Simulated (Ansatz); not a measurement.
**KI and the effect of the functional**

```cif
data_structure
_symmetry_space_group_name_H-M 'Fm-3m'
_symmetry_Int_Tables_number 225
_cell_length_a 7.0655
_cell_length_b 7.0655
_cell_length_c 7.0655
_cell_angle_alpha 90.000
_cell_angle_beta 90.000
_cell_angle_gamma 90.000
_cell_volume 352.73
loop_
_atom_site_label
_atom_site_type_symbol
_atom_site_symmetry_multiplicity
_atom_site_Wyckoff_symbol
_atom_site_fract_x
_atom_site_fract_y
_atom_site_fract_z
_atom_site_occupancy
I1 I 4 b 0.50000 0.00000 0.00000 1
K1 K 4 a 0.00000 0.00000 0.00000 1
```

Kept alike: task projected density of states; k mesh 4 × 4 × 4; occupations fermi-dirac, width 0.05 eV; no spin polarisation. Program: Ansatz, Ansatz PAW. Cutoffs run from 420 to 500 eV. The mesh is that of the run's cell of 2 atoms. No spin-orbit coupling.

| functional | band gap (eV) | pressure (GPa) |
| --- | --- | --- |
| BLYP | 3.996 | 1.33 |
| HSE06 | 4.966 | 0.40 |
| LDA | 3.605 | -1.31 |
| PBE | 3.967 | 0.59 |
| PBEsol | 3.818 | -0.28 |
| RPBE | 4.278 | 1.75 |
| r2SCAN | 4.610 | 0.15 |
| r2SCAN0 | 5.990 | 0.07 |
| revPBE | 4.228 | 1.54 |

Pressure is positive in compression, with a Pulay correction for the finite cutoff. Spin-orbit coupling, left out here, moves the band edges of heavy atoms and can close or invert small gaps. A gap read on the mesh alone can miss an edge between its points. All rows use potentials made for PBE.

What does the functional change here?

The band gap runs from 3.605 (LDA) to 5.990 eV (r2SCAN0). From PBE: BLYP +0.029; HSE06 +0.999; LDA -0.362; PBEsol -0.149; RPBE +0.311; r2SCAN +0.643; r2SCAN0 +2.023; revPBE +0.261. The pressure runs from -1.31 (LDA) to 1.75 GPa (RPBE). From PBE: BLYP +0.74; HSE06 -0.19; LDA -1.90; PBEsol -0.87; RPBE +1.16; r2SCAN -0.44; r2SCAN0 -0.52; revPBE +0.95. A positive pressure means that the functional's own cell is larger than the one given, a negative one that it is smaller.
